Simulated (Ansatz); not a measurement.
# Cr: relaxation of cell and atoms with PBEsol

Cr:

```xyz
1
Lattice="-1.4844 1.4844 1.4844 1.4844 -1.4844 1.4844 1.4844 1.4844 -1.4844" Properties=species:S:1:pos:R:3 pbc="T T T"
Cr    0.0000    0.0000    0.0000
```

```
Program               : Ansatz 0.2.0
Task                  : relaxation of cell and atoms
Functional            : PBEsol
Potentials or basis   : Ansatz PAW
Cutoff                : 420 eV (not typed: the program's choice for these potentials)
k mesh                : 12 × 12 × 12
Occupations           : fermi-dirac, width 0.05 eV
Spin                  : collinear spin, ferromagnetic start
Starting moments      : [3.0] μB
Target pressure (GPa) : 0
```

```yaml
Relaxed_volume: 11.13 Å³/atom
Relaxed_cell: a = 2.436 Å, b = 2.436 Å, c = 2.436 Å, α = 109.47°, β = 109.47°, γ = 109.47°
Space_group_after_relaxing_to_0.05_Å: Im-3m (No. 229)
Energy_gained_by_relaxing: 226.9 meV/atom
Ionic_steps: 5
Pressure_after_relaxing: 0.0 GPa
Band_gap_on_the_k_mesh: none (metal or under the smearing width)
Net_moment: 0.00 μB per cell
Absolute_moment: 0.00 μB per cell
```

The path:
```
step  energy change (eV)  largest force (eV/Å)  volume (Å³)
   1              0.0000                0.0000        13.08
   2             -0.2262                0.0000        11.26
   3             -0.2276                0.0000        11.09
   4             -0.2277                0.0000        11.13
   5             -0.2269                0.0000        11.13
```

Final structure:
```xyz
1
Lattice="-1.4064 1.4064 1.4064 1.4064 -1.4064 1.4064 1.4064 1.4064 -1.4064" Properties=species:S:1:pos:R:3 pbc="T T T"
Cr    0.0000    0.0000    0.0000
```

Levels at points of the mesh, in eV from the Fermi level:
Spin up:
```tsv
k point	band 4	band 5	band 6	band 7	band 8	band 9	band 10	band 11
(0.00, 0.00, 0.00)	-42.45	-8.04	-0.93	-0.93	-0.93	1.21	1.21	22.56
(0.00, 0.00, -0.50)	-42.46	-4.65	-2.58	1.18	1.23	1.58	3.08	10.37
(-0.50, -0.50, -0.50)	-43.17	-4.59	-4.59	2.65	2.65	2.65	10.88	10.88
```
Spin down:
| k point | band 4 | band 5 | band 6 | band 7 | band 8 | band 9 | band 10 | band 11 |
| --- | --- | --- | --- | --- | --- | --- | --- | --- |
| (0.00, 0.00, 0.00) | -42.45 | -8.04 | -0.93 | -0.93 | -0.93 | 1.21 | 1.21 | 22.56 |
| (0.00, 0.00, -0.50) | -42.46 | -4.65 | -2.58 | 1.18 | 1.23 | 1.58 | 3.08 | 10.37 |
| (-0.50, -0.50, -0.50) | -43.17 | -4.59 | -4.59 | 2.65 | 2.65 | 2.65 | 10.88 | 10.88 |

Run time: 5.8 s on 2 threads of Arm Neoverse V2 (shared host), peak memory 0.28 GiB.

Caveat: the starting moments collapsed, and a magnetic state may lie lower; the plane-wave basis is chosen anew once the cell has moved, so the energies of steps on either side of that aren't comparable; the PAW data sets come from PBE, with cores solved anew for the run's functional, which leaves a small shift of forces and pressure; the starting moments weren't kept.
